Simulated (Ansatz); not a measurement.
# Si (Pm-3m) in Ansatz: reference runs

Aim: a first look at Si with PBE, on the cell as given and on a disturbed one.

Program: Ansatz 0.2.0. These are calculated values, not measurements. Logs are shortened: lines on timing, memory, paths and dates and some standing lists are left out, and cuts for length are marked.

**1. Starting point**

Symmetry: Pm-3m, No. 221, cubic system. Conventional cell: a = 2.532 Å, b = 2.532 Å, c = 2.532 Å, α = 90.00°, β = 90.00°, γ = 90.00°. Around Si (site symmetry m-3m) lie 6 Si at 2.53 Å.

The cell was built by a generator and needn't be a form met in nature.

**2. Single point, PBE**

Input file input.yaml:

```yaml
crystal:
  lattice:
    - [2.53211, 0.0, 0.0]
    - [0.0, 2.53211, 0.0]
    - [0.0, 0.0, 2.53211]
  atoms:
    - { symbol: Si, position: [0.5, 0.5, 0.5] }
kpoints:
  mp_grid: { grid: [10, 10, 10] }
scf:
  occupations: { method: fermi_dirac, width: 0.05 }
hamiltonian:
  xc: pbe
  pseudopotentials: { kind: all_electron, lapw: { basis_error: 0.001 } }
output:
  forces: true
  stress: true
  eigenvalues: true
  populations: true
```

Potentials or basis: all-electron LAPW, scalar-relativistic.

Run with:

```console
> ansatz run input.yaml --threads 1 --pin off --max-ram 3072MiB --backend cpu --events-out ev --progress --plain --runs-dir out
```

Output:

```text
Warning: RAYON_NUM_THREADS=1 ignored (pool sized by the plan → 1); use --threads N
Si: projections on atomic orbitals take those of the free atom 1s2 2s2 2p6 3s2 3p2, of charge +0.00 (hamiltonian.pseudopotentials.projection_atoms)
LAPW: plane waves up to 6.749 Å⁻¹, error target 1.0e-3 eV per atom; small_component_spin mean_spin; Si in spheres of 1.266 Å, 12 of its electrons in bands, Dirac shells [] (how accurate: hamiltonian.pseudopotentials.lapw.basis_error, Limitations)
Engine: ansatz 0.2.0, aarch64-unknown-linux-gnu
Pseudopotentials: kind: all_electron
Pseudopotential: Si, LAPW, valence charge 12, lapw/all_electron/scalar/gaussian/Si, Koelling and Harmon's equation, gaussian nucleus
Functional definition: PBE
  parameter kappa = 0.804
  parameter beta = 0.06672455060314922
  exchange = pbe_x(kappa = kappa, mu = beta*pi^2/3)
  correlation = pbe_c(beta = beta)
Crystal: 1 atoms, lattice volume = 16.235 Å³
Basis set: ecut = 173.55081828597807 eV, 81 PW (Γ), exchange–correlation at level 2
Bands: 10, of which v1, the nominal top of the filled ones, is band 6 counted from 1 (5 counted from 0)
Symmetry: 48 space group operations
Space group: Pm-3m (ITA 221), of the structure as read, at distance tolerance 2.5e-5 Å
k-points: 56 of 1000
Non-local potential: Si, projectors of the file, none
Initial density: superposition of atomic densities (chi_scale 0.1, normalization cell)
Initial wavefunctions: plane waves of lowest kinetic energy (no species holds an atomic orbital)
Functional: x = pbe(κ = 0.804, μ = 0.2195149727645171), c = pbe(β = 0.06672455060314922)
iter 1 solved again at ethr=2.08e-4 eV; its pass at ethr=1.00e-1 eV (dr2=2.50e-2 eV) is discarded
SCF iter   1: F=—  HF=-7891.950389 eV  |F-HF|=—  |Δ(HF+E_count)|=         —  Δρ=1.59e-2  dr2=2.50e-2  ethr=2.08e-4  ⟨swp⟩=3.0  Hψ=4246  notcnv=0
preconditioner: auto → none  [insulator: Δε(μ)=0.404 eV  Ē_g=13.421 eV  σ=0.050 eV  W_gap=0.81  n_scr=6 (ndim 8)  ℏωp=18.4 eV  f_vac=0.000  D(μ)=0.14/eV (n_scr^D=0)  ε∞_Penn≈2.9]
SCF iter   2: F=—  HF=-7891.953268 eV  |F-HF|=—  |Δ(HF+E_count)|=   2.88e-3  Δρ=8.28e-3  dr2=7.11e-3  ethr=2.08e-4  ⟨swp⟩=2.0  Hψ=1523  notcnv=0
iter 3 solved again at ethr=4.02e-8 eV; its pass at ethr=5.92e-5 eV (dr2=4.83e-6 eV) is discarded
SCF iter   3: F=—  HF=-7891.954914 eV  |F-HF|=—  |Δ(HF+E_count)|=   1.65e-3  Δρ=1.77e-4  dr2=4.92e-6  ethr=4.02e-8  ⟨swp⟩=2.8  Hψ=2850  notcnv=0
SCF iter   4: F=—  HF=-7891.954908 eV  |F-HF|=—  |Δ(HF+E_count)|=         —  Δρ=4.31e-5  dr2=2.96e-7  ethr=4.02e-8  ⟨swp⟩=2.2  Hψ=1536  notcnv=0
the basis was enlarged: its passes take 92.2 KiB over the memory plan, 1 of 1 planned eigensolver slots
SCF iter   5: F=-7891.954908 eV  HF=-7891.954908 eV  |F-HF|=8.49e-9  |Δ(HF+E_count)|=   1.82e-7  Δρ=6.41e-6  dr2=3.60e-9  ethr=2.46e-9  ⟨swp⟩=3.0  Hψ=1606  notcnv=0
SCF 1 converged in 5 iterations: F = -7891.954908 eV  dr2 = 3.60e-9
SCF converged after 5 iterations
Free energy (F): -7891.954908 eV
Harris-Foulkes:  -7891.954908 eV  (|F-HF|=8.49e-9)
Internal energy: -7891.953631 eV  (E = F + TS)
E sigma→0 (E₀):  -7891.954270 eV
Entropy (-TS):   -0.001277 eV (-1.277 meV/atom)
Fermi energy:    10.239570 eV
--- Per-component energies (eV) ---
  E_band       = -707.955731
  E_kinetic    = 7913.946816
  E_xc         = -568.058660
  E_electrostatic = -15237.841787  (all electrons and nuclei)
  E_smearing   = -0.001277  (= −TS)
  E_closure    = 0.000000  (closes the sum)
  E_atoms      = -7886.856883  (free atoms, spherical and without spin; not in F)
  Σ components = -7891.954908   (vs F -7891.954908, Δ=0.00e0)
  Basis errors (estimates in eV, not in F): energy 4.6e-4 per atom: plane waves 4.1e-4 (2.3e-4 summed), levels above the bands 1.6e-47, relativity 7.3e-9, radial functions 4.6e-5, core shells 1.7e-16; eigenvalues (radial functions only) 8.3e-6; not estimated: angular momenta, meshes, grids; target (lapw.basis_error) 1.0e-3; muffin-tin radii Si 1.266 Å
--- Forces (eV/Å), atoms counted from 1 ---
  atom   1  Si    -0.00000000    -0.00000000     0.00000000
  max |Σ_I F_I| component: 1.44e-32 eV/Å
--- Stress (GPa, compression-positive) ---
        0.272920      -0.000000       0.000000
       -0.000000       0.272920      -0.000000
        0.000000      -0.000000       0.272920
  P = ⅓ Tr σ = 0.2729 GPa (2.729 kbar)
--- Band table (eV; the first three rows and the last of 56) ---
  k-point 0: bands = ["-123.9772", "-80.0149", "-80.0149", "-80.0149", "-2.9131", "17.7054", "17.7054", "17.9255", "17.9255", "17.9255"]
  k-point 1: bands = ["-123.9771", "-80.0160", "-80.0148", "-80.0148", "-2.6916", "14.3784", "17.8834", "18.1087", "18.1087", "20.8892"]
  k-point 2: bands = ["-123.9768", "-80.0190", "-80.0146", "-80.0146", "-2.0313", "11.0362", "18.3951", "18.6520", "18.6520", "23.0625"]
  k-point 55: bands = ["-123.9735", "-80.0249", "-80.0249", "-80.0249", "10.8046", "10.8046", "10.8046", "13.7722", "15.3976", "15.3976"]
--- Löwdin populations: 1 site ---
  site symbol       q [e]
     0     Si     13.9523
  spilling = 0.003408 (of n_electrons = 14.000000)
```

It took 1.5 s on 1 thread of Arm Neoverse V2, shared host; peak memory 0.19 GiB.

Results:

* Free energy: -7891.9549 eV
* Pressure: 0.3 GPa
* Band gap on the k mesh: none (metal or under the smearing width)

**3. Single point, PBE (cell strained at random at fixed volume)**

input.yaml, as its differences from that of step 2:

```diff
@@ -2,7 +2,7 @@
   lattice:
-    - [2.53211, 0.0, 0.0]
-    - [0.0, 2.53211, 0.0]
-    - [0.0, 0.0, 2.53211]
+    - [2.54662, -0.017547, -0.003961]
+    - [-0.017547, 2.487688, 0.000787]
+    - [-0.003961, 0.000787, 2.562771]
   atoms:
-    - { symbol: Si, position: [0.5, 0.5, 0.5] }
+    - { symbol: Si, position: [0.497946, 0.501416, 0.486258] }
 kpoints:
```

Potentials or basis: all-electron LAPW, scalar-relativistic.

Run with:

```console
> ansatz run input.yaml --threads 1 --pin off --max-ram 3072MiB --backend cpu --events-out ev --progress --plain --runs-dir out
```

Wall time 11 s (1 thread of Arm Neoverse V2, shared host); peak memory 0.32 GiB.

It converged, with:

```yaml
Free_energy: -7891.9457 eV
Pressure: 0.5 GPa
Band_gap_on_the_k_mesh: none (metal or under the smearing width)
```

Stress tensor (GPa, compression positive):
```
-1.71  0.80  0.00
 0.80  6.61 -0.06
 0.00 -0.06 -3.50
```

Levels at points of the mesh, in eV from the Fermi level:
| k point | band 5 | band 6 | band 7 | band 8 | band 9 | band 10 |
| --- | --- | --- | --- | --- | --- | --- |
| (0.00, 0.00, 0.00) | -13.24 | 7.09 | 7.19 | 7.35 | 7.54 | 8.38 |
| (0.00, 0.00, -0.50) | -8.87 | -6.59 | 9.94 | 10.54 | 11.57 | 14.29 |
| (0.00, -0.50, 0.00) | -8.34 | -6.55 | 10.05 | 10.72 | 10.97 | 14.00 |
| (0.00, -0.50, -0.50) | -3.43 | -3.11 | -2.67 | 1.46 | 14.06 | 16.64 |
| (-0.50, 0.00, 0.00) | -8.76 | -6.58 | 9.94 | 10.37 | 11.65 | 14.05 |
| (-0.50, 0.00, -0.50) | -3.92 | -3.11 | -3.00 | 1.39 | 14.73 | 17.53 |
| (-0.50, -0.50, 0.00) | -3.30 | -3.07 | -2.63 | 1.48 | 13.89 | 16.49 |
| (-0.50, -0.50, -0.50) | 0.15 | 0.61 | 0.69 | 3.43 | 4.93 | 4.98 |
